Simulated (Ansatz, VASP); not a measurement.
## Two plane-wave programs on FeSi2

```
Fe Si
1.0
     2.64952    0.00000    0.00000
     0.00000    2.64952    0.00000
     0.00000    0.00000    5.12834
Fe Si
1 2
Direct
  0.00000 0.00000 0.00000
  0.50000 0.50000 0.27286
  0.50000 0.50000 0.72714
```

Change from the starting cell: biaxial strain in the a-b plane, c and atoms relaxed: -1.0 %.

Alike in both runs: functional PBEsol; k mesh 16 × 16 × 8; occupations gaussian, width 0.1 eV; no spin polarisation.

Ansatz relaxed the structure, and its values are those at the end. VASP's run is a single point on that final structure, the one shown.

```csv
,VASP,Ansatz
version,VASP 6.6.1,Ansatz 0.2.0
potentials or method,"VASP PAW PBE potentials, release 64 (Fe, Si)","scalar-relativistic, plane waves, PAW"
plane-wave cutoff (eV),520,420
valence electrons in the cell,16,24
```

|  | VASP | Ansatz | Ansatz less VASP |
| --- | --- | --- | --- |
| gap on the k mesh at the Fermi level (eV) | none | none | - |
| pressure (GPa) | 3.3 | 2.8 | -0.51 |
| rms of the force components (eV/Å) | 0.011 | 0.000 | -0.0107 |

A gap of «none» marks a metal or a gap that the smearing closes. The functional is the same, so the differences come from potentials, cutoffs and numerics. The two sets of potentials don't hold the same shells in valence.

Caveats: the PAW data sets were made with another functional, which shifts forces and pressure a little (VASP). Spin polarisation is off, so any magnetic state and its effect on volume and gap are missing.
